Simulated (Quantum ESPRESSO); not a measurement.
Runs of Quantum ESPRESSO 7.5 on SiC (Moissanite). Symmetry: P6_3mc, No. 186, hexagonal system. The conventional cell has a = 3.076 Å, b = 3.076 Å, c = 5.048 Å, α = 90.00°, β = 90.00°, γ = 120.00°. Si (site symmetry 3m) has 4 C at 1.87 to 1.94 Å as nearest neighbours. Around C (site symmetry 3m) lie 4 Si at 1.87 to 1.94 Å. 

```tsv
task	level	potentials or basis	cell	k mesh	form of the LDA correlation	q mesh	k mesh for the Wannier functions	projections	iterations	mesh quality	gap on the mesh (eV)	pressure (GPa)	largest force (eV/Å)
phonons and Raman activities	PBE	PseudoDojo 0.4.1 SR PBE standard	relaxed	4 × 4 × 2, shifted	-	-	-	-	-	coarse	-	0.0	-
phonon dispersion	LDA	PseudoDojo 0.4.1 SR LDA standard	relaxed	4 × 4 × 2, shifted	PW92	2 × 2 × 2	-	-	-	coarse	-	0.0	-
Wannier functions	LDA	PseudoDojo 0.4.1 SR LDA standard	as given	6 × 6 × 3	PW92	-	6 × 6 × 3	Si sp, C sp	-	not flagged	2.22	-4.5	0.73
Wannier functions	PBE	PseudoDojo 0.4.1 SR PBE standard	as given	6 × 6 × 3	-	-	6 × 6 × 3	Si sp, C sp	0	not flagged	2.33	(a)	(b)
```

Alike in all rows: no spin polarisation; cutoff (eV) 1116; smearing fermi-dirac 0.05 eV.

Task: Estimate the missing entries.

Result: (a) 3.7; (b) 0.76.

Caveats: some runs use coarse meshes; the Wannier minimisation didn't converge (some runs).

